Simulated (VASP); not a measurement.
# TiO (Pm-3m) in VASP: further runs

The runs below take TiO through relaxation of cell and atoms, with SCAN, r2SCAN+D3(BJ).

Program: VASP 6.6.1. These are calculated values, not measurements. Logs are shortened: lines on timing, memory, paths and dates and some standing lists are left out, and cuts for length are marked.

## Step 1: The crystal as given

It takes space group Pm-3m (No. 221, cubic). The conventional cell has a = 2.708 Å, b = 2.708 Å, c = 2.708 Å, α = 90.00°, β = 90.00°, γ = 90.00°. Ti (site symmetry m-3m) is surrounded by 8 O at 2.35 Å. O (site symmetry m-3m) has 8 Ti at 2.35 Å as nearest neighbours.

The cell comes from a database or a generator and needn't be the stable form of this composition.

## Step 2: Relaxation of cell and atoms, SCAN

File INCAR:

```
PREC     = Accurate       # precision mode
ENCUT    = 600            # plane-wave cutoff, eV
EDIFF    = 1E-7           # SCF threshold, eV
ISMEAR   = 0              # smearing method
SIGMA    = 0.05           # smearing width, eV
LREAL    = False          # projectors in reciprocal space
LASPH    = True           # aspherical terms in the spheres
NELM     = 80             # most SCF steps
ALGO     = Normal         # electronic algorithm
ISIF     = 3              # what is computed and relaxed
LWAVE    = False          # write WAVECAR
LCHARG   = False          # write CHGCAR
METAGGA  = SCAN           # meta-GGA
LMIXTAU  = True         
IBRION   = 2              # ionic algorithm
NSW      = 40             # ionic steps
EDIFFG   = -0.005         # ionic threshold
```

File KPOINTS:

```
regular mesh
0
Gamma
  10 10 10
```

File POSCAR:

```
TiO
1.0
    2.7083400800      0.0000000000      0.0000000000
    0.0000000000      2.7083400800      0.0000000000
    0.0000000000      0.0000000000      2.7083400800
Ti O
1 1
Direct
    0.0000000000      0.0000000000      0.0000000000
    0.5000000000      0.5000000000      0.5000000000
```

Potentials or basis: VASP PAW PBE potentials, release 64 (Ti_sv, O).

Run with:

```sh
$ cat potpaw_PBE.64/Ti_sv/POTCAR potpaw_PBE.64/O/POTCAR > POTCAR
$ mpirun -np 1 vasp_std > vasp.out
```

OUTCAR:

```text
PREC = Accurate
   ENCUT = 600
   EDIFF = 1E-7
   ISMEAR = 0
   LREAL = False
   LASPH = True
   NELM = 80
   ISIF = 3
   METAGGA = SCAN
   IBRION = 2
   NSW = 40
   EDIFFG = -0.005

 ion  position               nearest neighbor table
   1  0.000  0.000  0.000-   2 2.35   2 2.35   2 2.35   2 2.35   2 2.35   2 2.35   2 2.35   2 2.35

   2  0.500  0.500  0.500-   1 2.35   1 2.35   1 2.35   1 2.35   1 2.35   1 2.35   1 2.35   1 2.35

  LATTYP: Found a simple cubic cell.
 ALAT       =     2.7083400800

  Lattice vectors:

 A1 = (   2.7083400800,   0.0000000000,   0.0000000000)
 A2 = (   0.0000000000,   2.7083400800,   0.0000000000)
 A3 = (   0.0000000000,   0.0000000000,   2.7083400800)

Analysis of symmetry for initial positions (statically):
=====================================================================
 Subroutine PRICEL returns:
 Original cell was already a primitive cell.

 Routine SETGRP: Setting up the symmetry group for a
 simple cubic supercell.

 Subroutine GETGRP returns: Found 48 space group operations
 (whereof 48 operations were pure point group operations)
 out of a pool of 48 trial point group operations.

The static configuration has the point symmetry O_h .

Analysis of symmetry for dynamics (positions and initial velocities):
=====================================================================
 Subroutine PRICEL returns:
 Original cell was already a primitive cell.

 Routine SETGRP: Setting up the symmetry group for a
 simple cubic supercell.

 Subroutine GETGRP returns: Found 48 space group operations
 (whereof 48 operations were pure point group operations)
 out of a pool of 48 trial point group operations.

The dynamic configuration has the point symmetry O_h .

 Subroutine INISYM returns: Found 48 space group operations
 (whereof 48 operations are pure point group operations),
 and found     1 'primitive' translations

----------------------------------------------------------------------------------------

                                     Primitive cell

  volume of cell :      19.8660

  direct lattice vectors                    reciprocal lattice vectors
     2.708340080  0.000000000  0.000000000     0.369229849  0.000000000  0.000000000
     0.000000000  2.708340080  0.000000000     0.000000000  0.369229849  0.000000000
     0.000000000  0.000000000  2.708340080     0.000000000  0.000000000  0.369229849

  length of vectors
     2.708340080  2.708340080  2.708340080     0.369229849  0.369229849  0.369229849
[... 105 lines left out ...]
   LORBIT       =      0    0 simple, 1 ext, 2 COOP (PROOUT), +10 PAW based schemes
   METAGGA = SCAN    functional components
   LHFCALC =     F    Hartree Fock is set to
   AEXX    =    0.0000 exact exchange contribution
   IVDW    =     0    specifies the selected vdW correction
   LEPSILON=     F    determine dielectric tensor
   LRPA    =     F    only Hartree local field effects (RPA)
 conjugate gradient relaxation of ions
 non-spin polarized calculation
 Gauss-broadening in eV      SIGMA  =   0.05
  energy-cutoff  :      600.00
  volume of cell :       19.87
 maximum number of plane-waves:       691
 NGX is ok and might be reduce to    24
   NGX = 11   NGY = 11   NGZ = 11

--------------------------------------- Ionic step        1  -------------------------------------------

 number of electron      18.0000001 magnetization

 Free energy of the ion-electron system (eV)
  ---------------------------------------------------
  ext. energy  EPLUGINS =         0.00000000
  ---------------------------------------------------
  free energy    TOTEN  =       -26.72345429 eV

  energy without entropy =      -26.72345429  energy(sigma->0) =      -26.72345429

------------------------ aborting loop because EDIFF is reached ----------------------------------------

  FORCE on cell =-STRESS in cart. coord.  units (eV):
  Direction    XX          YY          ZZ          XY          YZ          ZX
  --------------------------------------------------------------------------------------
  -------------------------------------------------------------------------------------
  Total       -2.4425900     -2.4425900     -2.4425900      0.0000000      0.0000000      0.0000000
  in kB     -196.9933481   -196.9933481   -196.9933481      0.0000000      0.0000000      0.0000000
  external PRESSURE =    -196.9933481 kB  Pullay stress =       0.0000000 kB
[... 203 lines left out ...]
--------------------------------------- Ionic step        7  -------------------------------------------

 number of electron      18.0000002 magnetization

 Free energy of the ion-electron system (eV)
  ---------------------------------------------------
  ext. energy  EPLUGINS =         0.00000000
  ---------------------------------------------------
  free energy    TOTEN  =       -26.84057818 eV

  energy without entropy =      -26.84057818  energy(sigma->0) =      -26.84057818

 E-fermi :  12.4734     XC(G=0): -14.1527

 val. band max:       12.1416088060   @ k =   0.4000   0.4000   0.2000
 cond. band min:      12.7552153224   @ k =   0.3000   0.0000   0.0000
 fundamental gap:      0.6136065165
 Fermi energy:        12.4734004545

 k-point     1 :       0.0000    0.0000    0.0000
  band No.  band energies     occupation
      1     -47.7235      2.00000
      2     -22.4141      2.00000
      3     -22.4124      2.00000
      4     -22.4070      2.00000
      5     -10.9860      2.00000
      6       7.4291      2.00000
      7       7.4292      2.00000
      8       7.4293      2.00000
      9       9.2530      2.00000
     10       9.2573      2.00000
     11      15.4129      0.00000
     12      15.4153      0.00000
     13      15.4163      0.00000
[... 354 lines left out ...]
  band No.  band energies     occupation
      1     -47.6015      2.00000
      2     -23.1204      2.00000
      3     -22.4460      2.00000
      4     -22.4249      2.00000
      5     -10.0022      2.00000
      6       3.9753      2.00000
      7       6.4391      2.00000
      8       6.7618      2.00000
      9      10.3974      2.00000
     10      12.8799      0.00000
     11      14.6890      0.00000
     12      15.5018      0.00000
     13      15.5942      0.00000

 [... further k-points ...]

------------------------ aborting loop because EDIFF is reached ----------------------------------------

  FORCE on cell =-STRESS in cart. coord.  units (eV):
  Direction    XX          YY          ZZ          XY          YZ          ZX
  --------------------------------------------------------------------------------------
  -------------------------------------------------------------------------------------
  Total        0.0003638      0.0003638      0.0003638      0.0000000      0.0000000     -0.0000000
  in kB        0.0321785      0.0321785      0.0321785      0.0000000      0.0000000     -0.0000000
  external PRESSURE =       0.0321785 kB  Pullay stress =       0.0000000 kB
[... 17 lines left out ...]
  FREE ENERGIE OF THE ION-ELECTRON SYSTEM (eV)
  ---------------------------------------------------
  free  energy   TOTEN  =       -26.8405781752 eV

  energy  without entropy=      -26.8405781752  energy(sigma->0) =      -26.84057818

 reached required accuracy - stopping structural energy minimisation
```

OSZICAR:

```text
N       E                     dE             d eps       ncg     rms          rms(c)
DAV:   1     0.173568663638E+03    0.17357E+03   -0.11082E+04  1456   0.194E+03
DAV:   2    -0.196503200274E+02   -0.19322E+03   -0.18582E+03  1586   0.466E+02
DAV:   3    -0.333416580871E+02   -0.13691E+02   -0.13486E+02  1769   0.128E+02
[... 111 lines left out ...]
DAV:   7    -0.268405806352E+02    0.29394E-05   -0.88063E-07  1688   0.115E-02    0.545E-04
DAV:   8    -0.268405804268E+02    0.20835E-06   -0.96762E-08  1140   0.276E-03    0.624E-04
DAV:   9    -0.268405790453E+02    0.13815E-05   -0.13618E-08   743   0.119E-03    0.301E-04
DAV:  10    -0.268405781893E+02    0.85603E-06   -0.75932E-09   728   0.117E-03    0.112E-04
DAV:  11    -0.268405781752E+02    0.14142E-07   -0.21488E-09   728   0.604E-04
   7 F= -.26840578E+02 E0= -.26840578E+02  d E =-.373178E-04
```

CONTCAR:

```text
TiO
   1.00000000000000
     2.6263692092925974    0.0000000000000000    0.0000000000000000
     0.0000000000000000    2.6263692092925974    0.0000000000000000
     0.0000000000000000    0.0000000000000000    2.6263692092925974
  Ti              O
     1     1
Direct
     0.0000000000000000    0.0000000000000000    0.0000000000000000
     0.5000000000000000    0.5000000000000000    0.5000000000000000

  0.00000000E+00  0.00000000E+00  0.00000000E+00
  0.00000000E+00  0.00000000E+00  0.00000000E+00
```

It took 5.2 min on 1 thread of Intel Xeon Platinum 8375C at 2.90GHz (Ice Lake), shared host; peak memory 0.17 GiB.

Results:

```yaml
Free_energy: -26.8406 eV
Relaxed_volume: 9.06 Å³/atom
Relaxed_cell: a = 2.626 Å, b = 2.626 Å, c = 2.626 Å, α = 90.00°, β = 90.00°, γ = 90.00°
Space_group_after_relaxing_to_0.05_Å: Pm-3m (No. 221)
Energy_gained_by_relaxing: 58.6 meV/atom
Ionic_steps: 7
Pressure_after_relaxing: 0.0 GPa
Band_gap_on_the_k_mesh: none (metal or under the smearing width)
```

Step by step:
```tsv
step	energy change (eV)	largest force (eV/Å)	pressure (GPa)	volume (Å³)
1	0.0000	0.0000	-19.70	19.87
2	0.0025	0.0000	26.08	16.56
3	-0.1171	0.0000	-0.26	18.13
4	-0.1171	0.0000	0.21	18.10
5	-0.1171	0.0000	-0.19	18.13
6	-0.1171	0.0000	-0.15	18.13
7	-0.1171	0.0000	0.00	18.12
```

Final structure:
```yaml
crystal:
  lattice:
    - [2.62637, 0.00000, 0.00000]
    - [0.00000, 2.62637, 0.00000]
    - [0.00000, 0.00000, 2.62637]
  atoms:
    - { symbol: Ti, position: [0.00000, 0.00000, 0.00000] }
    - { symbol: O, position: [0.50000, 0.50000, 0.50000] }
```

Caveat: the PAW data sets were made with another functional, which shifts forces and pressure a little; semilocal functionals often make such compounds metallic where correlation or magnetic order opens a gap, which also shifts bond lengths.

## Step 3: Relaxation of cell and atoms, r2SCAN+D3(BJ)

File INCAR:

```
  ALGO = Normal
  EDIFF = 1E-6
  EDIFFG = -0.005
  ENCUT = 600
  IBRION = 2
  ISIF = 3
  ISMEAR = 0
  IVDW = 12
  LASPH = True
  LCHARG = False
  LMIXTAU = True
  LREAL = False
  LWAVE = False
  METAGGA = R2SCAN
  NELM = 80
  NSW = 60
  PREC = Accurate
  SIGMA = 0.05
  VDW_A1 = 0.49484001
  VDW_A2 = 5.73083694
  VDW_S6 = 1.0
  VDW_S8 = 0.78981345
```

File KPOINTS:

```
k-points
0
Gamma
  10 10 10
```

POSCAR is that of step 2.

Potentials or basis: VASP PAW PBE potentials, release 64 (Ti_sv, O).

Run with:

```sh
$ cat potpaw_PBE.64/Ti_sv/POTCAR potpaw_PBE.64/O/POTCAR > POTCAR
$ mpirun -np 1 vasp_std > vasp.out
```

OUTCAR:

```text
EDIFF = 1E-6
   EDIFFG = -0.005
   ENCUT = 600
   IBRION = 2
   ISIF = 3
   ISMEAR = 0
   IVDW = 12
   LASPH = True
   LREAL = False
   METAGGA = R2SCAN
   NELM = 80
   NSW = 60
   PREC = Accurate
 IVDW          = 12

 ion  position               nearest neighbor table
   1  0.000  0.000  0.000-   2 2.35   2 2.35   2 2.35   2 2.35   2 2.35   2 2.35   2 2.35   2 2.35

   2  0.500  0.500  0.500-   1 2.35   1 2.35   1 2.35   1 2.35   1 2.35   1 2.35   1 2.35   1 2.35

  LATTYP: Found a simple cubic cell.
 ALAT       =     2.7083400800

  Lattice vectors:

 A1 = (   2.7083400800,   0.0000000000,   0.0000000000)
 A2 = (   0.0000000000,   2.7083400800,   0.0000000000)
 A3 = (   0.0000000000,   0.0000000000,   2.7083400800)

Analysis of symmetry for initial positions (statically):
=====================================================================
 Subroutine PRICEL returns:
 Original cell was already a primitive cell.

 Routine SETGRP: Setting up the symmetry group for a
 simple cubic supercell.

 Subroutine GETGRP returns: Found 48 space group operations
 (whereof 48 operations were pure point group operations)
 out of a pool of 48 trial point group operations.

The static configuration has the point symmetry O_h .

Analysis of symmetry for dynamics (positions and initial velocities):
=====================================================================
 Subroutine PRICEL returns:
 Original cell was already a primitive cell.

 Routine SETGRP: Setting up the symmetry group for a
 simple cubic supercell.

 Subroutine GETGRP returns: Found 48 space group operations
 (whereof 48 operations were pure point group operations)
 out of a pool of 48 trial point group operations.
[... 155 lines left out ...]

 Edisp (eV)   -0.38426

 E8    (eV) :    -0.1295
[... 111 lines left out ...]
--------------------------------------- Ionic step        4  -------------------------------------------

 number of electron      18.0000005 magnetization

 Free energy of the ion-electron system (eV)
  ---------------------------------------------------
  ext. energy  EPLUGINS =         0.00000000
  ---------------------------------------------------
  free energy    TOTEN  =       -23.46270603 eV

  energy without entropy =      -23.46270603  energy(sigma->0) =      -23.46270603

 E-fermi :  12.7136     XC(G=0): -14.1695

 val. band max:       12.4056057777   @ k =   0.4000   0.4000   0.2000
 cond. band min:      12.9974067094   @ k =   0.5000   0.5000   0.0000
 fundamental gap:      0.5918009316
 Fermi energy:        12.7136289264

 k-point     1 :       0.0000    0.0000    0.0000
  band No.  band energies     occupation
      1     -47.3686      2.00000
      2     -22.1178      2.00000
      3     -22.1178      2.00000
      4     -22.1178      2.00000
      5     -10.7894      2.00000
      6       7.6064      2.00000
      7       7.6064      2.00000
      8       7.6064      2.00000
      9       9.4676      2.00000
     10       9.4676      2.00000
     11      15.6339      0.00000
     12      15.6339      0.00000
     13      15.6339      0.00000
[... 354 lines left out ...]
  band No.  band energies     occupation
      1     -47.2403      2.00000
      2     -22.8521      2.00000
      3     -22.1544      2.00000
      4     -22.1326      2.00000
      5      -9.7766      2.00000
      6       4.1428      2.00000
      7       6.5915      2.00000
      8       6.9285      2.00000
      9      10.6237      2.00000
     10      13.1240      0.00000
     11      14.9255      0.00000
     12      15.7357      0.00000
     13      15.8307      0.00000

 [... further k-points ...]

------------------------ aborting loop because EDIFF is reached ----------------------------------------

 Edisp (eV)   -0.42760

 E8    (eV) :    -0.1443
[... 25 lines left out ...]
  FREE ENERGIE OF THE ION-ELECTRON SYSTEM (eV)
  ---------------------------------------------------
  free  energy   TOTEN  =       -23.8903046420 eV

  energy  without entropy=      -23.8903046420  energy(sigma->0) =      -23.89030464

 reached required accuracy - stopping structural energy minimisation
```

It took 2.4 min on 1 thread of Intel Xeon Platinum 8375C at 2.90GHz (Ice Lake), shared host; peak memory 0.17 GiB.

What came out:

- Free energy: -23.8903 eV
- Relaxed volume: 8.95 Å³/atom
- Relaxed cell: a = 2.616 Å, b = 2.616 Å, c = 2.616 Å, α = 90.00°, β = 90.00°, γ = 90.00°
- Space group after relaxing (to 0.05 Å): Pm-3m (No. 221)
- Energy gained by relaxing: 72.4 meV/atom
- Ionic steps: 4
- Pressure after relaxing: -0.1 GPa
- Band gap on the k mesh: none (metal or under the smearing width)
- Dispersion energy per atom: -0.214 eV

The path:
```csv
step,energy change (eV),largest force (eV/Å),pressure (GPa),volume (Å³)
1,0.0000,0.0000,-21.77,19.87
2,0.0016,0.0000,30.81,16.23
3,-0.1448,0.0000,-0.56,17.93
4,-0.1449,0.0000,-0.05,17.89
```

Final structure:
```cif
data_structure
_symmetry_space_group_name_H-M 'P 1'
_symmetry_Int_Tables_number 1
_cell_length_a 2.6155
_cell_length_b 2.6155
_cell_length_c 2.6155
_cell_angle_alpha 90.000
_cell_angle_beta 90.000
_cell_angle_gamma 90.000
_cell_volume 17.89
loop_
_atom_site_label
_atom_site_type_symbol
_atom_site_fract_x
_atom_site_fract_y
_atom_site_fract_z
_atom_site_occupancy
Ti1 Ti 0.00000 0.00000 0.00000 1
O1 O 0.50000 0.50000 0.50000 1
```

Caveat: the PAW data sets were made with another functional, which shifts forces and pressure a little; semilocal functionals often make such compounds metallic where correlation or magnetic order opens a gap, which also shifts bond lengths; pairwise dispersion overbinds metals, which lowers pressure and volume.
